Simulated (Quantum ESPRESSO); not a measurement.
This Quantum ESPRESSO 7.5 run on Sb needs a look.

pw.in

```
&CONTROL
  calculation = 'scf'
  prefix = 'pwscf'
  outdir = './tmp'
  pseudo_dir = './pseudo'
  tprnfor = .true.
  tstress = .true.
  disk_io = 'nowf'
/
&SYSTEM
  ibrav = 0
  nat = 2
  ntyp = 1
  ecutwfc = 45
  ecutrho = 360
  nbnd = 22
  occupations = 'smearing'
  smearing = 'lorentz'
  degauss = 0.01
/
&ELECTRONS
  conv_thr = 4d-10
  electron_maxstep = 100
  mixing_beta = 0.5
/
ATOMIC_SPECIES
Sb   121.7600 sb_pbesol_v1.4.uspp.F.UPF
CELL_PARAMETERS angstrom
   3.3545324186    0.0000000000    0.0000000000
  -1.6772662093    2.9051102923    0.0000000000
   0.0000000000    0.0000000000    5.2513542240
ATOMIC_POSITIONS crystal
Sb     0.6666666667    0.3333333333    0.7500000000
Sb     0.3333333333    0.6666666667    0.2500000000
K_POINTS automatic
9 9 5 0 0 0
```

Potentials or basis: GBRV 1.5 PBEsol.

Run with:

```console
$ OMP_NUM_THREADS=1 mpirun -n 2 pw.x -nk 2 -in pw.in > pw.out
```

pw.out:

```text
This program is part of the open-source Quantum ESPRESSO suite
     for quantum simulation of materials; please cite
         "P. Giannozzi et al., J. Phys.:Condens. Matter 21 395502 (2009);
         "P. Giannozzi et al., J. Phys.:Condens. Matter 29 465901 (2017);
         "P. Giannozzi et al., J. Chem. Phys. 152 154105 (2020);
     in publications or presentations arising from this work. More details at

 %%%%%%%%%%%%%%%%%%%%%%%%%%%%%%%%%%%%%%%%%%%%%%%%%%%%%%%%%%%%%%%%%%%%%%%%%%%%%%
     Error in routine  set_occupations (1):
      smearing lorentz unknown
 %%%%%%%%%%%%%%%%%%%%%%%%%%%%%%%%%%%%%%%%%%%%%%%%%%%%%%%%%%%%%%%%%%%%%%%%%%%%%%

     stopping ...

"abort". This may have caused other processes in the application to be
```

What happened, and what is wrong with the input?

The input was rejected before any iteration. The input holds a flaw that was put in on purpose: unknown smearing name (occupations = smearing; smearing = lorentz; degauss = 0.01).
